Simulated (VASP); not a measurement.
# Sb (Im-3m) in VASP: notebook

One crystal, Sb, is run at these levels: PBE, LDA; tasks: single point.

Everything below comes from runs of VASP 6.6.1. Logs are shortened: lines on timing, memory, paths and dates and some standing lists are left out, and cuts for length are marked.

**1. The cell of the first run**

The structure is cubic, space group Im-3m (No. 229). Conventional cell: a = 3.607 Å, b = 3.607 Å, c = 3.607 Å, α = 90.00°, β = 90.00°, γ = 90.00°. Sb (site symmetry m-3m) is surrounded by 8 Sb at 3.12 Å.

This isn't the form of Sb at room conditions, which is rhombohedral.

**2. Single point, PBE (strained and moved within the space group)**

Input file INCAR:

```
SYSTEM = Sb
  PREC = Accurate
  ENCUT = 520
  EDIFF = 1E-6
  ISMEAR = 0
  SIGMA = 0.1
  LREAL = .False.
  LASPH = .True.
  NELM = 100
  ALGO = Normal
  ISIF = 2
  LWAVE = .False.
  LCHARG = .True.
  GGA = PE
  LELF = .True.
  LVHAR = .True.
  NBANDS = 8
```

Input file KPOINTS:

```
regular mesh
0
Gamma
  16 16 16
  0 0 0
```

Input file POSCAR:

```
Sb
1.0
   -1.8034112121      1.8034112121      1.8034112121
    1.8034112121     -1.8034112121      1.8034112121
    1.8034112121      1.8034112121     -1.8034112121
Sb
1
Direct
    0.0000000000      0.0000000000      0.0000000000
```

Potentials or basis: VASP PAW PBE potentials, release 64 (Sb).

On the command line:

```sh
$ cat potpaw_PBE.64/Sb/POTCAR > POTCAR
$ mpirun -np 1 vasp_std > vasp.out
```

OUTCAR:

```text
SYSTEM = Sb
   PREC = Accurate
   ENCUT = 520
   EDIFF = 1E-6
   ISMEAR = 0
   LREAL = .False.
   LASPH = .True.
   NELM = 100
   ISIF = 2
   GGA = PE

 ion  position               nearest neighbor table
   1  0.000  0.000  0.000-

  LATTYP: Found a body centered cubic cell.
 ALAT       =     3.6068224242

  Lattice vectors:

 A1 = (  -1.8034112121,   1.8034112121,   1.8034112121)
 A2 = (   1.8034112121,  -1.8034112121,   1.8034112121)
 A3 = (   1.8034112121,   1.8034112121,  -1.8034112121)

Analysis of symmetry for initial positions (statically):
=====================================================================
 Subroutine PRICEL returns:
 Original cell was already a primitive cell.

 Routine SETGRP: Setting up the symmetry group for a
 body centered cubic supercell.

 Subroutine GETGRP returns: Found 48 space group operations
 (whereof 48 operations were pure point group operations)
 out of a pool of 48 trial point group operations.

The static configuration has the point symmetry O_h .

Analysis of symmetry for dynamics (positions and initial velocities):
=====================================================================
 Subroutine PRICEL returns:
 Original cell was already a primitive cell.

 Routine SETGRP: Setting up the symmetry group for a
 body centered cubic supercell.

 Subroutine GETGRP returns: Found 48 space group operations
 (whereof 48 operations were pure point group operations)
 out of a pool of 48 trial point group operations.

The dynamic configuration has the point symmetry O_h .

 Subroutine INISYM returns: Found 48 space group operations
 (whereof 48 operations are pure point group operations),
 and found     1 'primitive' translations

----------------------------------------------------------------------------------------

                                     Primitive cell

  volume of cell :      23.4609

  direct lattice vectors                    reciprocal lattice vectors
    -1.803411212  1.803411212  1.803411212     0.000000000  0.277252352  0.277252352
     1.803411212 -1.803411212  1.803411212     0.277252352  0.000000000  0.277252352
     1.803411212  1.803411212 -1.803411212     0.277252352  0.277252352  0.000000000

  length of vectors
     3.123599846  3.123599846  3.123599846     0.392094036  0.392094036  0.392094036

  position of ions in fractional coordinates (direct lattice)
     0.000000000  0.000000000  0.000000000

  ion indices of the primitive-cell ions
   primitive index   ion index
                 1           1

----------------------------------------------------------------------------------------

 KPOINTS: regular mesh

Automatic generation of k-mesh.
 Grid dimensions read from file:
 generate k-points for:   16   16   16

 Generating k-lattice:

  Cartesian coordinates                     Fractional coordinates (reciprocal lattice)
     0.000000000  0.017328272  0.017328272     0.062500000  0.000000000  0.000000000
     0.017328272  0.000000000  0.017328272     0.000000000  0.062500000  0.000000000
     0.017328272  0.017328272  0.000000000     0.000000000  0.000000000  0.062500000

  Length of vectors
     0.024505877  0.024505877  0.024505877

  Shift w.r.t. Gamma in fractional coordinates (k-lattice)
     0.000000000  0.000000000  0.000000000

 Subroutine IBZKPT returns following result:
 ===========================================

 Found    145 irreducible k-points:

 Following reciprocal coordinates:
            Coordinates               Weight
  0.000000  0.000000  0.000000      1.000000
  0.062500  0.000000  0.000000     12.000000
  0.125000  0.000000  0.000000     12.000000
  0.187500  0.000000  0.000000     12.000000
  0.250000  0.000000  0.000000     12.000000
  0.312500  0.000000  0.000000     12.000000
[... 16 lines left out ...]
  0.187500  0.187500  0.000000     24.000000
  0.250000  0.187500  0.000000     48.000000
 [... further k-points ...]
   k-points           NKPTS =    145   k-points in BZ     NKDIM =    145   number of bands    NBANDS=      8
   number of dos      NEDOS =    301   number of ions     NIONS =      1
   total plane-waves  NPLWV =  13824
   dimension x,y,z NGX =    24 NGY =   24 NGZ =   24
   dimension x,y,z NGXF=    48 NGYF=   48 NGZF=   48
   ions per type =               1
   NGX,Y,Z   is equivalent  to a cutoff of  12.77, 12.77, 12.77 a.u.
   NGXF,Y,Z  is equivalent  to a cutoff of  25.55, 25.55, 25.55 a.u.
 SYSTEM =  Sb
   PREC   = accura    normal or accurate (medium, high low for compatibility)
   ISTART =      0    job   : 0-new  1-cont  2-samecut
   ICHARG =      2    charge: 1-file 2-atom 10-const
   ISPIN  =      1    spin polarized calculation?
   LNONCOLLINEAR =      F non collinear calculations
   LSORBIT =      F    spin-orbit coupling
   LASPH  =      T    aspherical Exc in radial PAW
   ENCUT  =  520.0 eV  38.22 Ry    6.18 a.u.   5.81  5.81  5.81*2*pi/ulx,y,z
   NELM   =    100;   NELMIN=  2; NELMDL= -5     # of ELM steps
   EDIFF  = 0.1E-05   stopping-criterion for ELM
[... 8 lines left out ...]
   TEBEG  =    0.0;   TEEND  =   0.0 temperature during run
   PSTRESS=    0.0 pullay stress
   NELECT =       5.0000    total number of electrons
   NUPDOWN=      -1.0000    fix difference up-down
   EMIN   =  10.00;   EMAX   =-10.00  energy-range for DOS
   EFERMI =   0.00;   METHOD = LEGACY
   ISMEAR =     0;   SIGMA  =   0.10  broadening in eV -4-tet -1-fermi 0-gaus
   EFERMI_NEDOS =   21; number of points for ismear=-14 and -15
   IALGO  =     38    algorithm
   IMIX   =      4    mixing-type and parameters
     AMIX     =   0.40;   BMIX     =  1.00
     AMIX_MAG =   1.60;   BMIX_MAG =  1.00
  volume/ion in A,a.u.               =      23.46       158.32
  Fermi-wavevector in a.u.,A,eV,Ry     =   0.977875  1.847916 13.010432  0.956240
  Thomas-Fermi vector in A             =   2.108607
   LORBIT       =      0    0 simple, 1 ext, 2 COOP (PROOUT), +10 PAW based schemes
   GGA     = PE    functional components
   LHFCALC =     F    Hartree Fock is set to
   AEXX    =    0.0000 exact exchange contribution
   IVDW    =     0    specifies the selected vdW correction
   LEPSILON=     F    determine dielectric tensor
   LRPA    =     F    only Hartree local field effects (RPA)
 non-spin polarized calculation
 Gauss-broadening in eV      SIGMA  =   0.10
  energy-cutoff  :      520.00
  volume of cell :       23.46
 maximum number of plane-waves:       664
   NGX = 11   NGY = 11   NGZ = 11

 number of electron       5.0000000 magnetization

 Free energy of the ion-electron system (eV)
  ---------------------------------------------------
  ext. energy  EPLUGINS =         0.00000000
  ---------------------------------------------------
  free energy    TOTEN  =        -3.78423545 eV

  energy without entropy =       -3.78176548  energy(sigma->0) =       -3.78300046

 E-fermi :  10.3405     XC(G=0): -10.8449

 val. band max:       10.3275660475   @ k =  -0.4375   0.4375   0.3125
 cond. band min:      10.3886903544   @ k =   0.5000   0.5000   0.3125
 fundamental gap:      0.0611243070
 Fermi energy:        10.3404988265

 k-point     1 :       0.0000    0.0000    0.0000
  band No.  band energies     occupation
      1      -3.6427      2.00000
      2      17.0241      0.00000
      3      17.0241      0.00000
      4      17.0241      0.00000
      5      21.4602      0.00000
      6      21.4602      0.00000
      7      21.4602      0.00000
      8      22.2583      0.00000

 k-point     2 :       0.0625    0.0000    0.0000
  band No.  band energies     occupation
      1      -3.5496      2.00000
      2      16.2283      0.00000
      3      16.6497      0.00000
      4      16.9179      0.00000
      5      20.7365      0.00000
      6      20.7449      0.00000
      7      21.9117      0.00000
      8      21.9133      0.00000

 k-point     3 :       0.1250    0.0000    0.0000
  band No.  band energies     occupation
      1      -3.2706      2.00000
      2      14.4186      0.00000
      3      15.8244      0.00000
      4      16.6109      0.00000
      5      19.7835      0.00000
      6      19.8807      0.00000
      7      21.6425      0.00000
      8      22.5753      0.00000

 k-point     4 :       0.1875    0.0000    0.0000
  band No.  band energies     occupation
      1      -2.8067      2.00000
      2      12.2949      0.00000
      3      14.9054      0.00000
      4      16.1605      0.00000
      5      19.0012      0.00000
      6      19.1391      0.00000
      7      21.7244      0.00000
      8      22.9502      0.00000

 k-point     5 :       0.2500    0.0000    0.0000
  band No.  band energies     occupation
      1      -2.1605      2.00000
      2      10.1530      1.99199
      3      14.0545      0.00000
      4      15.6630      0.00000
      5      18.3780      0.00000
      6      18.5335      0.00000
      7      22.1240      0.00000
      8      23.4069      0.00000

 k-point     6 :       0.3125    0.0000    0.0000
  band No.  band energies     occupation
      1      -1.3397      2.00000
      2       8.1119      2.00000
      3      13.3448      0.00000
      4      15.2066      0.00000
      5      17.9037      0.00000
      6      18.0644      0.00000
      7      22.7682      0.00000
      8      23.9683      0.00000

 k-point     7 :       0.3750    0.0000    0.0000
  band No.  band energies     occupation
      1      -0.3669      2.00000
      2       6.2437      2.00000
      3      12.8156      0.00000
      4      14.8492      0.00000
      5      17.5712      0.00000
      6      17.7307      0.00000
      7      23.5878      0.00000
      8      24.6492      0.00000

 k-point     8 :       0.4375    0.0000    0.0000
  band No.  band energies     occupation
      1       0.6693      2.00000
      2       4.6623      2.00000
      3      12.4899      0.00000
      4      14.6238      0.00000
      5      17.3745      0.00000
      6      17.5311      0.00000
      7      24.4963      0.00000
      8      25.4570      0.00000

 k-point     9 :       0.5000    0.0000    0.0000
  band No.  band energies     occupation
      1       1.2863      2.00000
      2       3.8622      2.00000
      3      12.3800      0.00000
      4      14.5470      0.00000
      5      17.3094      0.00000
      6      17.4646      0.00000
      7      25.1126      0.00000
      8      26.3527      0.00000

 k-point    10 :       0.0625    0.0625    0.0000
  band No.  band energies     occupation
      1      -3.3636      2.00000
      2      15.0521      0.00000
      3      16.0399      0.00000
      4      16.5200      0.00000
      5      20.1861      0.00000
      6      20.2552      0.00000
      7      21.5784      0.00000
      8      22.3261      0.00000
[... 78 lines left out ...]
 k-point    18 :       0.1875    0.1250    0.0000
  band No.  band energies     occupation
      1      -1.8852      2.00000
      2      10.1109      1.99883
      3      12.3979      0.00000
      4      14.7717      0.00000
      5      19.0396      0.00000
      6      20.0121      0.00000
      7      21.8157      0.00000
      8      24.0948      0.00000

 k-point    19 :       0.2500    0.1250    0.0000
  band No.  band energies     occupation
      1      -1.0688      2.00000
      2       8.2444      2.00000
      3      11.5775      0.00000
      4      14.2646      0.00000
      5      18.6284      0.00000
      6      20.2533      0.00000
      7      21.7990      0.00000
      8      25.4159      0.00000

 k-point    20 :       0.3125    0.1250    0.0000
  band No.  band energies     occupation
      1      -0.1046      2.00000
      2       6.4602      2.00000
      3      11.0183      0.00000
      4      13.8800      0.00000
      5      18.3108      0.00000
      6      20.2988      0.00000
      7      22.2278      0.00000
      8      26.3885      0.00000

 k-point    21 :       0.3750    0.1250    0.0000
  band No.  band energies     occupation
      1       0.9138      2.00000
      2       4.9302      2.00000
      3      10.6877      0.00000
      4      13.6414      0.00000
      5      18.1158      0.00000
      6      20.2328      0.00000
      7      23.0207      0.00000
      8      25.2801      0.00000

 k-point    22 :       0.4375    0.1250    0.0000
  band No.  band energies     occupation
      1       1.5092      2.00000
      2       4.1615      2.00000
      3      10.5779      0.00079
      4      13.5606      0.00000
      5      18.0504      0.00000
      6      20.1983      0.00000
      7      23.7874      0.00000
      8      24.3864      0.00000

 k-point    23 :       0.1875    0.1875    0.0000
  band No.  band energies     occupation
      1      -1.1582      2.00000
      2       8.9001      2.00000
      3      10.8766      0.00000
      4      14.2022      0.00000
      5      19.2516      0.00000
      6      19.9968      0.00000
      7      22.8934      0.00000
      8      24.0472      0.00000

 k-point    24 :       0.2500    0.1875    0.0000
  band No.  band energies     occupation
      1      -0.2724      2.00000
      2       7.4354      2.00000
      3       9.8614      2.00000
      4      13.7530      0.00000
      5      19.1199      0.00000
      6      20.4399      0.00000
      7      23.0169      0.00000
      8      25.1856      0.00000

 [... further k-points ...]

------------------------ aborting loop because EDIFF is reached ----------------------------------------

  FORCE on cell =-STRESS in cart. coord.  units (eV):
  Direction    XX          YY          ZZ          XY          YZ          ZX
  --------------------------------------------------------------------------------------
  -------------------------------------------------------------------------------------
  Total        1.8036305      1.8036305      1.8036305     -0.0000000      0.0000000     -0.0000000
  in kB      123.1725280    123.1725280    123.1725280     -0.0000000      0.0000000     -0.0000000
  external PRESSURE =     123.1725280 kB  Pullay stress =       0.0000000 kB

 VOLUME and BASIS-vectors are now :
 -----------------------------------------------------------------------------
  energy-cutoff  :      520.00
  volume of cell :       23.46
      direct lattice vectors                 reciprocal lattice vectors
    -1.803411212  1.803411212  1.803411212     0.000000000  0.277252352  0.277252352
     1.803411212 -1.803411212  1.803411212     0.277252352  0.000000000  0.277252352
     1.803411212  1.803411212 -1.803411212     0.277252352  0.277252352  0.000000000

 POSITION                                       TOTAL-FORCE (eV/Angst)
 -----------------------------------------------------------------------------------
      0.00000      0.00000      0.00000         0.000000     -0.000000     -0.000000
 -----------------------------------------------------------------------------------
    total drift:                                0.000000     -0.000000      0.000000

  FREE ENERGIE OF THE ION-ELECTRON SYSTEM (eV)
  ---------------------------------------------------
  free  energy   TOTEN  =        -3.7842354464 eV

  energy  without entropy=       -3.7817654750  energy(sigma->0) =       -3.78300046
```

Wall time 16 s (1 thread of Intel Xeon Platinum 8259CL at 2.50GHz (Skylake/Cascade Lake), shared host); peak memory 0.15 GiB.

What came out:

```yaml
Free_energy: -3.7842 eV
Pressure: 12.3 GPa
Band_gap_on_the_k_mesh: none (metal or under the smearing width)
```

Spin-orbit coupling is left out, which matters for the levels of Sb.

(Part 1 of 2 ends here.)
